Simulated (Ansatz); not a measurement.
# Ti (P6_3/mmc) in Ansatz: notebook

The runs below take Ti through single point, with PBE.

Program: Ansatz 0.2.0. These are calculated values, not measurements. Logs are shortened: lines on timing, memory, paths and dates and some standing lists are left out, and cuts for length are marked.

### 1 The crystal as given

The structure is hexagonal, space group P6_3/mmc (No. 194). The conventional cell has a = 2.950 Å, b = 2.950 Å, c = 4.680 Å, α = 90.00°, β = 90.00°, γ = 120.00°. Around Ti (site symmetry -6m2) lie 12 Ti at 2.89 to 2.95 Å.

### 2 Single point, PBE, 16.58 Å³/atom (volume scaled by 0.94)

File input.yaml:

```yaml
crystal:
  lattice:
    - [2.8897790207, 0.0, 0.0]
    - [-1.4448895104, 2.5026220433, 0.0]
    - [0.0, 0.0, 4.5844629888]
  atoms:
    - { symbol: Ti, position: [0.6666666667, 0.3333333333, 0.75] }
    - { symbol: Ti, position: [0.3333333333, 0.6666666667, 0.25] }
kpoints:
  mp_grid: { grid: [10, 10, 6] }
scf:
  occupations: { method: fermi_dirac, width: 0.05 }
hamiltonian:
  xc: pbe
  pseudopotentials: { kind: all_electron, lapw: { basis_error: 0.0005 } }
output:
  forces: true
  stress: true
  eigenvalues: true
```

Potentials or basis: all-electron LAPW, scalar-relativistic.

On the command line:

```sh
> ansatz run input.yaml --threads 1 --pin off --max-ram 2560MiB --backend cpu --events-out ev --progress --plain --runs-dir out
```

The log of the run:

```text
Warning: RAYON_NUM_THREADS=1 ignored (pool sized by the plan → 1); use --threads N
LAPW: plane waves up to 8.063 Å⁻¹, error target 5.0e-4 eV per atom; small_component_spin mean_spin; Ti in spheres of 1.418 Å, 12 of its electrons in bands, Dirac shells [] (how accurate: hamiltonian.pseudopotentials.lapw.basis_error, Limitations)
Engine: ansatz 0.2.0, aarch64-unknown-linux-gnu
Pseudopotentials: kind: all_electron
Pseudopotential: Ti, LAPW, valence charge 12, lapw/all_electron/scalar/gaussian/Ti, Koelling and Harmon's equation, gaussian nucleus
Functional definition: PBE
  parameter kappa = 0.804
  parameter beta = 0.06672455060314922
  exchange = pbe_x(kappa = kappa, mu = beta*pi^2/3)
  correlation = pbe_c(beta = beta)
Crystal: 2 atoms, lattice volume = 33.155 Å³
Basis set: ecut = 247.71234861102587 eV, 299 PW (Γ), exchange–correlation at level 2
Bands: 16, of which v1, the nominal top of the filled ones, is band 12 counted from 1 (11 counted from 0)
Symmetry: 24 space group operations
Space group: P63/mmc (ITA 194), of the structure as read, at distance tolerance 3.2e-5 Å
k-points: 56 of 600
Non-local potential: Ti, projectors of the file, none
Initial density: superposition of atomic densities (chi_scale 0.1, normalization cell)
Initial wavefunctions: plane waves of lowest kinetic energy (no species holds an atomic orbital)
Functional: x = pbe(κ = 0.804, μ = 0.2195149727645171), c = pbe(β = 0.06672455060314922)
iter 1 solved again at ethr=7.02e-4 eV; its pass at ethr=1.00e-1 eV (dr2=1.68e-1 eV) is discarded
SCF iter   1: F=—  HF=-46466.992310 eV  |F-HF|=—  |Δ(HF+E_count)|=         —  Δρ=2.69e-2  dr2=1.70e-1  ethr=7.02e-4  ⟨swp⟩=2.7  Hψ=6387  notcnv=0
preconditioner: auto → none  [metal: Δε(μ)=0.033 eV  Ē_g=3.230 eV  σ=0.050 eV  W_gap=0.16  n_scr=8 (ndim 8)  ℏωp=18.2 eV  f_vac=0.000  D(μ)=1.85/eV (n_scr^D=22)  sad-step TF]
SCF iter   2: F=—  HF=-46466.657788 eV  |F-HF|=—  |Δ(HF+E_count)|=   3.35e-1  Δρ=9.91e-3  dr2=3.15e-2  ethr=7.02e-4  ⟨swp⟩=3.0  Hψ=3327  notcnv=0
SCF iter   3: F=—  HF=-46466.640473 eV  |F-HF|=—  |Δ(HF+E_count)|=         —  Δρ=6.16e-3  dr2=1.07e-2  ethr=1.31e-4  ⟨swp⟩=2.0  Hψ=3020  notcnv=0
the basis was enlarged: its passes take 746.8 KiB over the memory plan, 1 of 1 planned eigensolver slots
iter 4 solved again at ethr=7.84e-7 eV; its pass at ethr=4.46e-5 eV (dr2=1.88e-4 eV) is discarded
SCF iter   4: F=—  HF=-46466.639574 eV  |F-HF|=—  |Δ(HF+E_count)|=   9.00e-4  Δρ=8.26e-4  dr2=1.88e-4  ethr=7.84e-7  ⟨swp⟩=2.0  Hψ=4674  notcnv=0
SCF iter   5: F=—  HF=-46466.639581 eV  |F-HF|=—  |Δ(HF+E_count)|=   7.24e-6  Δρ=9.51e-5  dr2=2.45e-6  ethr=7.82e-7  ⟨swp⟩=2.0  Hψ=2841  notcnv=0
SCF iter   6: F=—  HF=-46466.639581 eV  |F-HF|=—  |Δ(HF+E_count)|=   2.16e-8  Δρ=9.88e-6  dr2=2.17e-8  ethr=1.02e-8  ⟨swp⟩=2.0  Hψ=2844  notcnv=0
SCF iter   7: F=-46466.639581 eV  HF=-46466.639581 eV  |F-HF|=3.42e-10  |Δ(HF+E_count)|=   3.48e-8  Δρ=8.17e-7  dr2=1.72e-10  ethr=9.04e-11  ⟨swp⟩=3.0  Hψ=3082  notcnv=0
SCF 1 converged in 7 iterations: F = -46466.639581 eV  dr2 = 1.72e-10
SCF converged after 7 iterations
Free energy (F): -46466.639581 eV
Harris-Foulkes:  -46466.639581 eV  (|F-HF|=3.42e-10)
Internal energy: -46466.620527 eV  (E = F + TS)
E sigma→0 (E₀):  -46466.630054 eV
Entropy (-TS):   -0.019054 eV (-9.527 meV/atom)
Fermi energy:    14.557641 eV
--- Per-component energies (eV) ---
  E_band       = -285.427409
  E_kinetic    = 46918.802642
  E_xc         = -2297.015874
  E_electrostatic = -91088.407295  (all electrons and nuclei)
  E_smearing   = -0.019054  (= −TS)
  E_closure    = 0.000000  (closes the sum)
  E_atoms      = -46453.242101  (free atoms, spherical and without spin; not in F)
  Σ components = -46466.639581   (vs F -46466.639581, Δ=0.00e0)
  Basis errors (estimates in eV, not in F): energy 6.1e-5 per atom: plane waves 4.2e-5 (2.1e-5 summed), levels above the bands 8.1e-17, relativity 4.2e-9, radial functions 1.9e-5, core shells 4.5e-8; eigenvalues (radial functions only) 2.7e-7; not estimated: angular momenta, meshes, grids; target (lapw.basis_error) 5.0e-4; muffin-tin radii Ti 1.418 Å
--- Forces (eV/Å), atoms counted from 1 ---
  atom   1  Ti     0.00000000    -0.00000000     0.00000000
  atom   2  Ti    -0.00000000     0.00000000     0.00000000
  max |Σ_I F_I| component: 1.85e-17 eV/Å
--- Stress (GPa, compression-positive) ---
        6.018804      -0.000000       0.000000
       -0.000000       6.018804       0.000000
        0.000000       0.000000       5.527792
  P = ⅓ Tr σ = 5.8551 GPa (58.551 kbar)
--- Band table (eV; the first three rows and the last of 56) ---
  k-point 0: bands = ["-42.1695", "-42.0036", "-18.8325", "-18.0897", "-18.0897", "-18.0084", "-17.9744", "-17.9744", "8.2821", "11.7661", "15.3711", "15.3711", "15.4419", "15.4835", "15.9040", "15.9040"]
  k-point 1: bands = ["-42.1586", "-42.0149", "-18.7795", "-18.0820", "-18.0820", "-18.0660", "-17.9822", "-17.9822", "8.5247", "11.6567", "15.0589", "15.2725", "15.2725", "15.3477", "15.7745", "15.7745"]
  k-point 2: bands = ["-42.1285", "-42.0456", "-18.6333", "-18.2216", "-18.0610", "-18.0610", "-18.0034", "-18.0034", "9.2100", "11.1463", "14.5866", "15.0041", "15.1926", "15.1926", "15.5037", "15.5037"]
  k-point 55: bands = ["-41.9892", "-41.9892", "-18.6277", "-18.6277", "-18.3885", "-18.3885", "-18.1219", "-18.1219", "12.9619", "12.9619", "13.7182", "13.7182", "14.3545", "14.3545", "16.3082", "16.3082"]
```

Wall time 9.4 s (1 thread of Arm Neoverse V1, shared host); peak memory 0.29 GiB.

What came out:

```yaml
Free_energy: -46466.6396 eV
Pressure: 5.9 GPa
Band_gap_on_the_k_mesh: none (metal or under the smearing width)
```

### 3 Single point, PBE, 16.93 Å³/atom (volume scaled by 0.96)

input.yaml: that of step 2 with these lines changed.

```diff
@@ -2,5 +2,5 @@
   lattice:
-    - [2.8897790207, 0.0, 0.0]
-    - [-1.4448895104, 2.5026220433, 0.0]
-    - [0.0, 0.0, 4.5844629888]
+    - [2.9101302477, 0.0, 0.0]
+    - [-1.4550651239, 2.5202467229, 0.0]
+    - [0.0, 0.0, 4.6167490031]
   atoms:
```

Potentials or basis: all-electron LAPW, scalar-relativistic.

On the command line:

```sh
> ansatz run input.yaml --threads 1 --pin off --max-ram 2560MiB --backend cpu --events-out ev --progress --plain --runs-dir out
```

Run time: 8.7 s. Hardware: 1 thread of Arm Neoverse V1, shared host; peak memory 0.3 GiB.

It converged, with:

```
Free energy            : -46466.6594 eV
Pressure               : 3.2 GPa
Band gap on the k mesh : none (metal or under the smearing width)
```

### 4 Single point, PBE, 17.28 Å³/atom (volume scaled by 0.98)

input.yaml: that of step 3 with these lines changed.

```diff
@@ -2,5 +2,5 @@
   lattice:
-    - [2.9101302477, 0.0, 0.0]
-    - [-1.4550651239, 2.5202467229, 0.0]
-    - [0.0, 0.0, 4.6167490031]
+    - [2.9302007457, 0.0, 0.0]
+    - [-1.4651003729, 2.537628284, 0.0]
+    - [0.0, 0.0, 4.6485896576]
   atoms:
```

On the command line:

```sh
> ansatz run input.yaml --threads 1 --pin off --max-ram 2560MiB --backend cpu --events-out ev --progress --plain --runs-dir out
```

Run time: 8.7 s. Hardware: 1 thread of Arm Neoverse V1, shared host; peak memory 0.3 GiB.

The run converged. Its results:

```yaml
Free_energy: -46466.6680 eV
Pressure: 0.8 GPa
Band_gap_on_the_k_mesh: none (metal or under the smearing width)
```

### 5 Single point, PBE, 17.64 Å³/atom

input.yaml: that of step 4 with these lines changed.

```diff
@@ -2,5 +2,5 @@
   lattice:
-    - [2.9302007457, 0.0, 0.0]
-    - [-1.4651003729, 2.537628284, 0.0]
-    - [0.0, 0.0, 4.6485896576]
+    - [2.95, 0.0, 0.0]
+    - [-1.475, 2.5547749412, 0.0]
+    - [0.0, 0.0, 4.68]
   atoms:
```

On the command line:

```sh
> ansatz run input.yaml --threads 1 --pin off --max-ram 2560MiB --backend cpu --events-out ev --progress --plain --runs-dir out
```

Run time: 9.3 s. Hardware: 1 thread of Arm Neoverse V1, shared host; peak memory 0.3 GiB.

Results (log left out):

```
Free energy            : -46466.6664 eV
Pressure               : -1.5 GPa
Band gap on the k mesh : none (metal or under the smearing width)
```

### 6 Single point, PBE, 17.99 Å³/atom (volume scaled by 1.02)

input.yaml: that of step 5 with these lines changed.

```diff
@@ -2,5 +2,5 @@
   lattice:
-    - [2.95, 0.0, 0.0]
-    - [-1.475, 2.5547749412, 0.0]
-    - [0.0, 0.0, 4.68]
+    - [2.9695369932, 0.0, 0.0]
+    - [-1.4847684966, 2.5716944736, 0.0]
+    - [0.0, 0.0, 4.7109942807]
   atoms:
```

Potentials or basis: all-electron LAPW, scalar-relativistic.

On the command line:

```sh
> ansatz run input.yaml --threads 1 --pin off --max-ram 2560MiB --backend cpu --events-out ev --progress --plain --runs-dir out
```

Run time: 8.9 s. Hardware: 1 thread of Arm Neoverse V1, shared host; peak memory 0.3 GiB.

It converged, with:

```yaml
Free_energy: -46466.6554 eV
Pressure: -3.5 GPa
Band_gap_on_the_k_mesh: none (metal or under the smearing width)
```

### 7 Single point, PBE, 18.34 Å³/atom (volume scaled by 1.04)

input.yaml: that of step 6 with these lines changed.

```diff
@@ -2,5 +2,5 @@
   lattice:
-    - [2.9695369932, 0.0, 0.0]
-    - [-1.4847684966, 2.5716944736, 0.0]
-    - [0.0, 0.0, 4.7109942807]
+    - [2.9888202413, 0.0, 0.0]
+    - [-1.4944101206, 2.5883942563, 0.0]
+    - [0.0, 0.0, 4.7415860099]
   atoms:
```

On the command line:

```sh
> ansatz run input.yaml --threads 1 --pin off --max-ram 2560MiB --backend cpu --events-out ev --progress --plain --runs-dir out
```

Wall time 8.5 s (1 thread of Arm Neoverse V1, shared host); peak memory 0.3 GiB.

The run converged. Its results:

```
Free energy            : -46466.6358 eV
Pressure               : -5.4 GPa
Band gap on the k mesh : none (metal or under the smearing width)
```

### 8 Single point, PBE, 18.69 Å³/atom (volume scaled by 1.06)

input.yaml: that of step 7 with these lines changed.

```diff
@@ -2,5 +2,5 @@
   lattice:
-    - [2.9888202413, 0.0, 0.0]
-    - [-1.4944101206, 2.5883942563, 0.0]
-    - [0.0, 0.0, 4.7415860099]
+    - [3.0078578261, 0.0, 0.0]
+    - [-1.5039289131, 2.6048812885, 0.0]
+    - [0.0, 0.0, 4.7717880089]
   atoms:
```

On the command line:

```sh
> ansatz run input.yaml --threads 1 --pin off --max-ram 2560MiB --backend cpu --events-out ev --progress --plain --runs-dir out
```

Run time: 8.6 s. Hardware: 1 thread of Arm Neoverse V1, shared host; peak memory 0.3 GiB.

The run converged. Its results:

```
Free energy            : -46466.6084 eV
Pressure               : -7.0 GPa
Band gap on the k mesh : none (metal or under the smearing width)
```

### 9 For comparison

An earlier run on the cell as given: functional PBE; potentials or basis all-electron LAPW, scalar-relativistic; cutoff 220 eV (chosen from the basis error); basis error allowed 0.001 eV/atom; k mesh 10 × 10 × 6; occupations fermi-dirac, width 0.05 eV; no spin polarisation.

- Pressure: -1.5 GPa
- Band gap on the k mesh: none (metal or under the smearing width)
